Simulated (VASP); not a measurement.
Output of a VASP run:

OSZICAR:
```
       N       E                     dE             d eps       ncg     rms           ort
DAV:   1     0.858113910609E+02    0.85811E+02   -0.84451E+03  1960   0.138E+03
DAV:   2    -0.116406584473E+02   -0.97452E+02   -0.90271E+02  1960   0.255E+02
DAV:   3    -0.146976814316E+02   -0.30570E+01   -0.29655E+01  1960   0.556E+01
DAV:   4    -0.147365437695E+02   -0.38862E-01   -0.38847E-01  1960   0.548E+00
DAV:   5    -0.147376240942E+02   -0.10803E-02   -0.10803E-02  1960   0.964E-01
SDA:   6    -0.797088295009E+01    0.67667E+01   -0.10803E-02  1960   0.573E+02   0.000E+00
CGA:   7    -0.124314476307E+02   -0.44606E+01   -0.35622E+01  1960   0.359E+01   0.112E+02
CGA:   8    -0.128549954873E+02   -0.42355E+00   -0.41183E+00  1960   0.195E+01   0.465E-01
CGA:   9    -0.131163944878E+02   -0.26140E+00   -0.26329E+00  1960   0.726E+00   0.100E-01
CGA:  10    -0.131916127972E+02   -0.75218E-01   -0.75160E-01  1960   0.444E+00   0.548E-02
CGA:  11    -0.132685311244E+02   -0.76918E-01   -0.76912E-01  1960   0.195E+00   0.102E-03
CGA:  12    -0.132839460338E+02   -0.15415E-01   -0.15144E-01  1960   0.506E-01   0.219E-02
CGA:  13    -0.132966247855E+02   -0.12679E-01   -0.12611E-01  1960   0.806E-01   0.738E-03
CGA:  14    -0.133041059392E+02   -0.74812E-02   -0.71043E-02  1960   0.751E-02   0.648E-03
CGA:  15    -0.133048921649E+02   -0.78623E-03   -0.78591E-03  1960   0.603E-02  -0.164E-04
CGA:  16    -0.133062561523E+02   -0.13640E-02   -0.13645E-02  1960   0.399E-02  -0.740E-05
CGA:  17    -0.133065825482E+02   -0.32640E-03   -0.32572E-03  1960   0.143E-02   0.806E-05
CGA:  18    -0.133069564319E+02   -0.37388E-03   -0.37549E-03  1960   0.200E-02  -0.148E-04
CGA:  19    -0.133071324912E+02   -0.17606E-03   -0.17537E-03  1960   0.439E-03  -0.164E-04
CGA:  20    -0.133072123001E+02   -0.79809E-04   -0.79874E-04  1960   0.513E-03  -0.235E-05
CGA:  21    -0.133072644019E+02   -0.52102E-04   -0.52328E-04  1960   0.861E-04   0.412E-05
CGA:  22    -0.133072753552E+02   -0.10953E-04   -0.10993E-04  1960   0.864E-04   0.156E-05
CGA:  23    -0.133072920635E+02   -0.16708E-04   -0.16749E-04  1960   0.287E-04  -0.101E-05
CGA:  24    -0.133072944227E+02   -0.23592E-05   -0.23124E-05  1960   0.105E-04  -0.653E-06
CGA:  25    -0.133072977921E+02   -0.33694E-05   -0.32167E-05  1960   0.154E-04   0.937E-06
CGA:  26    -0.133072991903E+02   -0.13982E-05   -0.14733E-05  1960   0.220E-05   0.991E-06
CGA:  27    -0.133072998726E+02   -0.68234E-06   -0.66976E-06  1960   0.361E-05   0.108E-06
   1 F= -.13307300E+02 E0= -.13307023E+02  d E =-.831009E-03  mag=     2.2679
```

File OUTCAR:
```
------------------------ aborting loop because EDIFF is reached ----------------------------------------
  FORCE on cell =-STRESS in cart. coord.  units (eV):
  Direction    XX          YY          ZZ          XY          YZ          ZX
  --------------------------------------------------------------------------------------
  Total        0.2415501      0.2415501      0.2768718      0.0000000      0.0000000      0.0000000
  in kB       14.4547800     14.4547800     16.5684912      0.0000000      0.0000000      0.0000000
  external PRESSURE =      15.1593504 kB  Pullay stress =       0.0000000 kB
  volume of cell :       26.77
      direct lattice vectors                 reciprocal lattice vectors
     2.690000000  0.000000000  0.000000000     0.371747212  0.000000000  0.000000000
     0.000000000  2.690000000  0.000000000     0.000000000  0.371747212  0.000000000
     0.000000000  0.000000000  3.700000000     0.000000000  0.000000000  0.270270270
 POSITION                                       TOTAL-FORCE (eV/Angst)
 -----------------------------------------------------------------------------------
      0.00000      0.00000      0.00000         0.000000      0.000000      0.000000
      1.34500      1.34500      1.85000         0.000000      0.000000      0.000000
 -----------------------------------------------------------------------------------
    total drift:                                0.000000     -0.000000     -0.000000
  FREE ENERGIE OF THE ION-ELECTRON SYSTEM (eV)
  ---------------------------------------------------
  free  energy   TOTEN  =       -13.3072998726 eV

  energy  without entropy=      -13.3064688633  energy(sigma->0) =      -13.30702287

 total charge

# of ion       s       p       d       tot
------------------------------------------
    1        0.412   0.440   7.204   8.056
    2        0.714   0.665   8.041   9.420
--------------------------------------------------
tot          1.125   1.105  15.246  17.476

 magnetization (x)

# of ion       s       p       d       tot
------------------------------------------
    1       -0.001  -0.013   1.907   1.894
    2       -0.013  -0.051   0.454   0.391
--------------------------------------------------
tot         -0.014  -0.064   2.362   2.284
```
(Selected blocks of OUTCAR.)

### POSCAR
```
CoPt
1
    2.6900000000     0.0000000000     0.0000000000
    0.0000000000     2.6900000000     0.0000000000
    0.0000000000     0.0000000000     3.7000000000
Co Pt
1 1
Direct
  0.0000000000   0.0000000000   0.0000000000
  0.5000000000   0.5000000000   0.5000000000
```

**Question.** Reconstruct the remaining input files.

**Answer.** Several could match; the one computed here: the input of the run itself, PBE GGA, plane waves, VASP's PBE PAW potentials (set 64).

INCAR:
```
SYSTEM=CoPt
LORBIT=10
EDIFF=1E-6   ! SCF stop (eV)
SIGMA=0.1   ! width (eV)
MAGMOM=2.0 0.0
ISPIN=2   ! spin-polarised
ISIF=2   ! forces and stress, cell fixed
NELM=100
LWAVE=.FALSE.
GGA=PE
ENCUT=400
ALGO=All
LMAXMIX=6   ! l cut-off of mixed one-centre charges
LASPH=.TRUE.   ! aspherical one-centre terms
LCHARG=.FALSE.
LREAL=.FALSE.
ISMEAR=1   ! Methfessel-Paxton
PREC=Accurate
```

KPOINTS:
```
Automatic mesh
0
Gamma
12 12 9
0 0 0
```

POTCAR, in this order: Co Pt (PBE.64 set). Program: vasp_std.

The compound is CoPt in the L1_0 structure. The cell was not relaxed at this level. The run is one of a series of settings (ALGO = All against the base run), some of them coarse on purpose.
